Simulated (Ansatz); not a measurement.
TaSi2 and the effect of the functional

```cif
data_structure
_symmetry_space_group_name_H-M 'P6_222'
_symmetry_Int_Tables_number 180
_cell_length_a 4.7800
_cell_length_b 4.7800
_cell_length_c 6.5640
_cell_angle_alpha 90.000
_cell_angle_beta 90.000
_cell_angle_gamma 120.000
_cell_volume 129.88
loop_
_atom_site_label
_atom_site_type_symbol
_atom_site_symmetry_multiplicity
_atom_site_Wyckoff_symbol
_atom_site_fract_x
_atom_site_fract_y
_atom_site_fract_z
_atom_site_occupancy
Ta1 Ta 3 d 0.00000 0.50000 0.16667 1
Si1 Si 6 j 0.33330 0.16665 0.16667 1
```

Kept alike: task band structure; k mesh 7 × 7 × 4; occupations fermi-dirac, width 0.05 eV; no spin polarisation. Program: Ansatz, Ansatz PAW. Cutoffs run from 420 to 500 eV. The mesh is that of the run's cell of 9 atoms. No spin-orbit coupling.

| run | pressure (GPa) |
| --- | --- |
| A | -1.27 |
| B | 3.50 |
| C | 0.13 |
| D | -4.72 |

Pressure is positive in compression, with a Pulay correction for the finite cutoff. For a metal such a mesh leaves the last digits unconverged. All rows use potentials made for PBE.

The runs differ in the functional (and the cutoff that goes with it) alone: LDA; PBE; PBEsol; r2SCAN. Which run is which?

Run A is PBEsol; run B is PBE; run C is r2SCAN; run D is LDA. The pressure runs from -4.72 (LDA) to 3.50 GPa (PBE). From PBE: LDA -8.22; PBEsol -4.77; r2SCAN -3.37. A positive pressure means that the functional's own cell is larger than the one given, a negative one that it is smaller.

At this fixed cell, PBE pushes outwards, LDA pulls inwards most strongly, PBEsol does so more mildly, and r2SCAN is close to balance. This is the familiar order for a densely packed solid held together by Ta 5d–Si 3p hybrids and Si–Si contacts. LDA typically overbinds such a network. The gradient enhancement of exchange in PBE favours the more inhomogeneous density of a stretched lattice, and so weakens the cohesion. PBEsol has a weaker exchange gradient term, suited to slowly varying densities, which brings back part of the contraction. r2SCAN also uses the kinetic-energy density, which lets it treat covalent and metallic regions differently; this probably helps to place it between PBEsol and PBE here.

The near-zero value of 0.13 GPa means that the given volume lies close to r2SCAN's own equilibrium, not that r2SCAN describes the bonding or the bands best. Since the pressure averages over directions, a small value could also hide opposing stresses along a and c, leaving the preferred axial ratio open.
